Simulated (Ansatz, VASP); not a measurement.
# Two plane-wave programs on GaAs

INCAR

```
SYSTEM = GaAs
ALGO     = Normal         ! electronic algorithm
EDIFF    = 1E-6           ! SCF threshold, eV
ENCUT    = 520            ! plane-wave cutoff, eV
ISIF     = 2              ! what is computed and relaxed
ISMEAR   = 0              ! smearing method
LASPH    = .TRUE.         ! aspherical terms in the spheres
LCHARG   = .FALSE.        ! write CHGCAR
LREAL    = .FALSE.        ! projectors in reciprocal space
LWAVE    = .FALSE.        ! write WAVECAR
NBANDS   = 16             ! bands
NELM     = 100            ! most SCF steps
PREC     = Accurate       ! precision mode
SIGMA    = 0.02           ! smearing width, eV
```

KPOINTS

```
k-points
0
G
  12 12 12
  0 0 0
```

The input POSCAR:

```
GaAs
1.0
    0.0000000000      2.8291375184      2.8291375184
    2.8291375184      0.0000000000      2.8291375184
    2.8291375184      2.8291375184      0.0000000000
Ga As
1 1
Direct
    0.0000000000      0.0000000000      0.0000000000
    0.2500000000      0.2500000000      0.2500000000
```

Input for Ansatz:

```yaml
crystal:
  lattice:
    - [0.0, 2.8291375184, 2.8291375184]
    - [2.8291375184, 0.0, 2.8291375184]
    - [2.8291375184, 2.8291375184, 0.0]
  atoms:
    - { symbol: Ga, position: [0.0, 0.0, 0.0] }
    - { symbol: As, position: [0.25, 0.25, 0.25] }
basis:
  ecutwfc: 420
kpoints:
  mp_grid: { grid: [12, 12, 12] }
  band_path:
    path:
      - [0.0, 0.0, 0.0]
      - [-0.5, -0.5, 0.0]
      - [-0.375, -0.375, 0.25]
      - [-0.375, 0.0, 0.375]
      - [0.0, 0.0, 0.5]
      - [-0.5, -0.25, 0.25]
    npoints: 1
hamiltonian:
  xc: lda
scf:
  occupations: { method: gaussian, width: 0.02 }
  n_extra_bands: 4
output:
  forces: true
  stress: true
  eigenvalues: true
```

Alike in both runs: task single point; functional LDA; k mesh 12 × 12 × 12; occupations gaussian, width 0.02 eV; no spin polarisation.

|  | VASP | Ansatz |
| --- | --- | --- |
| version | VASP 6.6.1 | Ansatz 0.2.0 |
| potentials or method | VASP PAW LDA potentials, release 64 (Ga_d, As) | scalar-relativistic, plane waves, PAW |
| plane-wave cutoff (eV) | 520 | 420 |
| valence electrons in the cell | 18 | 28 |

VASP gave:

```
gap on the k mesh at the Fermi level (eV) : 0.31
least direct gap on the mesh (eV)         : 0.31
pressure (GPa)                            : -1.8
```

**Question.** What did Ansatz give for the same quantities?

**Answer.** gap on the k mesh at the Fermi level (eV): 0.27; least direct gap on the mesh (eV): 0.27; pressure (GPa): -2.0.

The two sets of potentials don't hold the same shells in valence.
